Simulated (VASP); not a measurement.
Ti: relaxation of cell and atoms with PBEsol

The system is Ti.

```
Ti
1.0
     4.56737    0.00000    0.00000
    -2.28369    3.95546    0.00000
     0.00000    0.00000    2.82624
Ti
3
Direct
  0.00000 0.00000 0.00000
  0.33333 0.66667 0.50000
  0.66667 0.33333 0.50000
```

This isn't the form of Ti at room conditions, which is hcp.

```json
{
 "Program": "VASP 6.6.1",
 "Task": "relaxation of cell and atoms",
 "Functional": "PBEsol",
 "Potentials or basis": "VASP PAW PBE potentials, release 64 (Ti)",
 "Cutoff": "580 eV",
 "k mesh": "12 × 12 × 14",
 "Occupations": "gaussian, width 0.1 eV",
 "Spin": "no spin polarisation",
 "Further INCAR settings": "ALGO = Normal; EDIFF = 1e-07; IBRION = 2; EDIFFG = -0.005; NSW = 90; ISIF = 3"
}
```

```json
{
  "Relaxed volume": "16.26 Å³/atom",
  "Relaxed cell": "a = 4.493 Å, b = 4.493 Å, c = 2.790 Å, α = 90.00°, β = 90.00°, γ = 120.00°",
  "Space group after relaxing (to 0.05 Å)": "P6/mmm (No. 191)",
  "Energy gained by relaxing": "13.0 meV/atom",
  "Ionic steps": "8",
  "Pressure after relaxing": "0.0 GPa",
  "Band gap on the k mesh": "none (metal or under the smearing width)"
}
```

Step by step:
```
step  energy change (eV)  largest force (eV/Å)  pressure (GPa)  volume (Å³)
   1              0.0000                0.0000           -5.27        51.06
   2             -0.0132                0.0000            4.89        47.03
   3             -0.0389                0.0000           -0.01        48.79
   4             -0.0389                0.0000            0.11        48.74
   5             -0.0391                0.0000            0.11        48.74
   6             -0.0391                0.0000            0.10        48.73
   7             -0.0391                0.0000           -0.08        48.81
   8             -0.0391                0.0000            0.01        48.77
```

Final structure:
```
CELL_PARAMETERS angstrom
4.49307 0.00000 0.00000
-2.24654 3.89111 0.00000
0.00000 0.00000 2.78962
ATOMIC_POSITIONS crystal
Ti 0.00000 0.00000 0.00000
Ti 0.33333 0.66667 0.50000
Ti 0.66667 0.33333 0.50000
```

Levels at points of the mesh, in eV from the Fermi level:
| k point | band 4 | band 5 | band 6 | band 7 | band 8 | band 9 |
| --- | --- | --- | --- | --- | --- | --- |
| (0.00, 0.00, 0.00) | -0.72 | -0.61 | -0.61 | 0.01 | 0.72 | 1.34 |
| (0.50, 0.00, 0.00) | -0.46 | -0.44 | -0.38 | 0.04 | 0.56 | 1.03 |
| (0.00, 0.00, 0.50) | -1.73 | -1.73 | -1.70 | 1.10 | 1.10 | 1.31 |
| (0.50, 0.00, 0.50) | -1.26 | -0.68 | -0.68 | 0.34 | 0.83 | 1.06 |

It took 2.3 min on 1 thread of Intel(R) Xeon(R) 6975P-C (Granite Rapids) (shared host), peak memory 0.25 GiB.

Caveat: the PAW data sets were made with another functional, which shifts forces and pressure a little.
